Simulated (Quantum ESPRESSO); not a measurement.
Runs of Quantum ESPRESSO 7.5 on GaN. It takes space group Fm-3m (No. 225, cubic). The conventional cell has a = 4.270 Å, b = 4.270 Å, c = 4.270 Å, α = 90.00°, β = 90.00°, γ = 90.00°. Around Ga (site symmetry m-3m) lie 6 N at 2.14 Å. N (site symmetry m-3m) is surrounded by 6 Ga at 2.14 Å. Measurements of this composition are mostly on another form, of space group No. 186.

```tsv
task	level	potentials or basis	k mesh	cutoff (eV)	SCF threshold	form of the LDA correlation	symmetry	gap on the mesh (eV)	pressure (GPa)	V0 of scaled cells (Å³/atom)	B0 (GPa)
equation of state	PBEsol	GBRV 1.5 PBEsol	11 × 11 × 11	762	4e-10 Ry	-	-	-	-	9.42	233
equation of state	r2SCAN	SG15 PBE 1.2	8 × 8 × 8	1197	1e-08 Ry	-	off	-	-	(b)	(a)
band structure	LDA	GBRV 1.5 LDA	11 × 11 × 11	762	4e-10 Ry	PZ81	-	0.34	-12.8	-	-
band structure	r2SCAN	SG15 PBE 1.2	8 × 8 × 8	1197	1e-08 Ry	-	off	0.47	-8.5	-	-
```

Alike in all rows: no spin polarisation; cell as given; smearing fermi-dirac 0.05 eV.

**Question.** Fill in the values left out.

**Answer.** (a) 249; (b) 9.38.

Caveats: the potentials were made for another functional, which shifts forces and pressure (some runs); the mesh misses the band edges, which the band path finds closer together (some runs).

A k mesh can miss the band edges, and the runs leave out spin-orbit coupling on Ga.

The runs don't all hold the same shells in valence.

Runs at the PBE level aren't shown here.
